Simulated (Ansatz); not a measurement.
**PBE against PBEsol: NaCl, electrons 3.0×10^21 cm⁻³**

The reference is NaCl in the rock salt structure (space group Fm-3m, No. 225; a = 5.696 Å).

(Cell as relaxed with PBE.)

Levels (all Ansatz, a quantum-chemistry and plane-wave program, PAW): PBE (420 eV, no spin-orbit coupling); PBEsol (420 eV, spin-orbit coupling left out).

Each level relaxes its own structure.

```tsv
base	PBE	PBEsol
volume per atom	23.10 Å³	21.98 Å³
lattice parameter a	10.763 bohr	10.586 bohr
band gap	5.00 eV	5.01 eV
```

Now apply this change: electrons 3.0×10^21 cm⁻³, on a uniform background at fixed cell.

```json
[
 {"quantity": "gap character", "PBE": "direct at Γ", "PBEsol": "(withheld)"},
 {"quantity": "gap between the host's bands", "PBE": "4.85 eV", "PBEsol": "(withheld)"},
 {"quantity": "Fermi level relative to the doped band's edge (positive inside the band; to 0.05 eV)", "PBE": "+1.40 eV", "PBEsol": "(withheld)"}
]
```

### Question
Predict the PBEsol column.

### Answer

- gap character, PBEsol: direct at Γ
- gap between the host's bands, PBEsol: 4.87 eV
- Fermi level relative to the doped band's edge (positive inside the band; to 0.05 eV), PBEsol: +1.40 eV

PBE's gap between the host's bands lies 0.026 eV below PBEsol's; the two agree on the gap character and Fermi level from band edge. Neither level is exact; PBEsol is the comparison here, not a measurement.

Carriers are added with a uniform compensating background; total energy and stress of such cells depend on the potential's zero and are not compared; many-body gap narrowing is missing at this level. No phonon test of stability was made.
